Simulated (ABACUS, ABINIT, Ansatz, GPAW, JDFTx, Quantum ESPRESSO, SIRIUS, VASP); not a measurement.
# One calculation of HfC, 9 ways

```xyz
2
Lattice="0.0000 2.3250 2.3250 2.3250 0.0000 2.3250 2.3250 2.3250 0.0000" Properties=species:S:1:pos:R:3 pbc="T T T"
Hf    2.3250    2.3250    2.3250
C     0.0000    0.0000    0.0000
```

Alike in all runs: task single point; functional PBE; k mesh 10 × 10 × 10; occupations fermi-dirac, width 0.05 eV; no spin polarisation; no spin-orbit coupling. Pressure is positive in compression and, in plane waves, holds the error of the finite cutoff, which Ansatz's Pulay term estimates and takes out.

```tsv
program and potentials	plane-wave cutoff (eV)	notes	band gap (eV)	pressure (GPa)
SIRIUS, PseudoDojo 0.4.1 PBE standard (scalar relativistic)	1127	8 valence electrons an atom on average	no gap	0.40
Quantum ESPRESSO, SSSP 1.3 efficiency PBE	816	8 valence electrons an atom on average	no gap	0.50
ABACUS, PseudoDojo NC SR 0.4.1 PBE standard, plane waves	1116	8 valence electrons an atom on average	no gap	0.41
ABINIT, JTH PAW PBE v2.0	517	8 valence electrons an atom on average	no gap	0.03
JDFTx, PseudoDojo-SR-PBE-0.5-standard	1116	8 valence electrons an atom on average	no gap	0.40
GPAW, GPAW PAW data sets (gpaw-data 1.2.1)	800	8 valence electrons an atom on average	no gap	1.31
VASP, PBE PAW files C, Hf_pv, 520 eV	520	7 valence electrons an atom on average	no gap	-0.41
Ansatz, Ansatz PAW (earlier soft set)	420	15 valence electrons an atom on average; Pulay term of +0.18 GPa included	no gap	0.24
Ansatz, all-electron LAPW, scalar-relativistic	-	-	no gap	0.28
```

None finds a gap. The pressure spans -0.41 (VASP, PBE PAW files C, Hf_pv, 520 eV) to 1.31 GPa (GPAW, GPAW PAW data sets (gpaw-data 1.2.1)), with all-electron results at 0.28.

Differences between rows come from potentials, basis sets and numerical settings, since the functional is the same but for its coding. Runs on potential files found faulty are left out.
